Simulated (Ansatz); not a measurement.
What DFT gives for BaTiO$_{3}$

```xyz
10
Lattice="4.0100 0.0000 4.0283 0.0000 4.0100 0.0000 4.0100 0.0000 -4.0283" Properties=species:S:1:pos:R:3 pbc="T T T"
Ba    0.0000    0.0000    0.0000
Ba    4.0100    0.0000    0.0000
Ti    2.0050    2.0050    1.9739
Ti    6.0151    2.0050    1.9739
O     2.0050    2.0050    0.0765
O     6.0151    2.0050    0.0765
O     2.0050    0.0000   -1.9457
O     6.0151    0.0000   -1.9457
O     4.0100    2.0050   -1.9457
O     4.0100    2.0050    2.0826
```

Level: r2SCAN, with U_eff = 6.23 eV on Ti d (all-electron-ortho-atomic projectors), no spin polarisation; 500 eV; 5×6×5 Γ-centred mesh; methfessel-paxton occupations (width 0.2742 eV); Ansatz 0.2.0, fixed geometry.

Task: What do density and ELF say about some of the short contacts?

Result: Ti–O at 1.90 Å: least valence density 0.84 e/Å³ and ELF 0.24 there. Ba–O at 2.79 Å: least valence density 0.18 e/Å³ and ELF 0.09 there, a closed-shell (ionic or weak) contact. These are pseudo-fields; inside the PAW spheres they differ from the all-electron ones.

Task: What does the stress say?

Result: The pressure is 0.2 GPa (compression positive), so with the atoms held at these fractions the cell is close to zero pressure.

Task: What is the band gap?

Result: The gap is 3.06 eV, indirect (the least direct gap found is 3.19 eV).

Task: Which orbitals make up the band edges?

Result: Within 0.7 eV of the edges, the states project mainly on O p (95 %) below the gap and on Ti d (91 %) above it.

Task: Where is the largest force?

Result: The largest is on Ti3 (and as large on other atoms): 0.24 eV/Å, components (0.00, 0.00, 0.24). It makes 180° with the line to a nearest neighbour, O5 at 1.90 Å, pointing away from it.

Origin: a database entry at a rescaled volume. Caveats: wide smearing.
